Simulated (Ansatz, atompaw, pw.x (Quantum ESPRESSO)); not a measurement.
## pw.x on sc W: one setting changed

Potential: PAW, atompaw 4.2.0.5, PBE; core [Kr] 4d10 4f14 5s2, reference 5p6 5d4.5 6s1.5 6p0; waves: 6s (bound): rc 2.30 bohr; 6s channel at 5 Ry: rc 2.60 bohr; 5p (bound): rc 1.95 bohr; 6p (bound, empty): rc 2.00 bohr; 5d (bound): rc 2.60 bohr; 5d channel at 2.65 Ry: rc 2.60 bohr; local part: bessel scheme, radius 1.90 bohr; core correction: smooth core density matched at 2.05 bohr; augmentation: besselshape compensation charge, radius 2.52 bohr; PAW radius 2.60 bohr; waves and projectors: custom rrkj vanderbiltortho.

The reference run (k-mesh 12³, cutoffs 50/500 Ry, Fermi–Dirac 0.01 Ry, mixing_beta 0.4, conv_thr 1e-9, no spin) gives -0.39 GPa at 18.539 Å³/atom, where all-electron LAPW gives -2.09 GPa. This run, with its own iteration cap, changes startingwfc to random.

```
&control
  calculation='scf', prefix='x', pseudo_dir='./', outdir='./tmp', tstress=.true., disk_io='none'
/
&system
  ibrav=0, nat=1, ntyp=1, ecutwfc=50, ecutrho=500, nbnd=14,
  occupations='smearing', smearing='fd', degauss=0.01
/
&electrons
  conv_thr=1e-09, mixing_beta=0.4, electron_maxstep=70, startingwfc='random'
/
ATOMIC_SPECIES
W 1.0 W.UPF
CELL_PARAMETERS angstrom
  2.64664343 0.00000000 0.00000000
  0.00000000 2.64664343 0.00000000
  0.00000000 0.00000000 2.64664343
ATOMIC_POSITIONS crystal
W 0.0000 0.0000 0.0000
K_POINTS automatic
12 12 12 0 0 0
```

```bash
pw.x < W.scf.in > W.scf.out
```

Question: How does the run end?

Answer: It converges in 12 iterations; the free energy moves by +0.0 meV/atom and the pressure by -0.01 GPa. The result is that of the reference run.

```
Message from routine setup:
     using ibrav=0 with symmetry is DISCOURAGED, use correct ibrav instead
     lattice parameter (alat)  =       5.0014  a.u.
     unit-cell volume          =     125.1074 (a.u.)^3
     number of electrons       =        12.00
     number of Kohn-Sham states=           14
     kinetic-energy cutoff     =      50.0000  Ry
     charge density cutoff     =     500.0000  Ry
     scf convergence threshold =      1.0E-09
     Exchange-correlation= SLA PW PBX PBC
     number of k points=    84  Fermi-Dirac smearing, width (Ry)=  0.0100
     iteration #  1     ecut=    50.00 Ry     beta= 0.40
     total energy              =    -720.37243780 Ry
     estimated scf accuracy    <       0.04076424 Ry
     iteration #  2     ecut=    50.00 Ry     beta= 0.40
     total energy              =    -720.37808007 Ry
     estimated scf accuracy    <       0.00625786 Ry
     iteration #  3     ecut=    50.00 Ry     beta= 0.40
     total energy              =    -720.38008737 Ry
     estimated scf accuracy    <       0.00342131 Ry
     [... 6 iterations left out ...]
     iteration # 10     ecut=    50.00 Ry     beta= 0.40
     total energy              =    -720.38014663 Ry
     estimated scf accuracy    <       0.00000001 Ry
     iteration # 11     ecut=    50.00 Ry     beta= 0.40
     total energy              =    -720.38014663 Ry
     estimated scf accuracy    <       0.00000001 Ry
     iteration # 12     ecut=    50.00 Ry     beta= 0.40
     the Fermi energy is    17.4670 ev
!    total energy              =    -720.38014663 Ry
     estimated scf accuracy    <          2.2E-10 Ry
     smearing contrib. (-TS)   =      -0.00276003 Ry
     The total energy is F=E-TS. E is the sum of the following terms:
     one-electron contribution =      -4.20927700 Ry
     hartree contribution      =      11.79466823 Ry
     xc contribution           =     -13.23938950 Ry
     ewald contribution        =     -81.69078371 Ry
     one-center paw contrib.   =    -633.03260462 Ry
     convergence has been achieved in  12 iterations
          total   stress  (Ry/bohr**3)                   (kbar)     P=       -3.92
     Message from routine punch:
     Nothing written, as per user request (disk_io='none')
```

The run took about 25 s on one core of a shared host (Intel(R) Xeon(R) 6975P-C, 192 threads, 756 GiB, load 144).
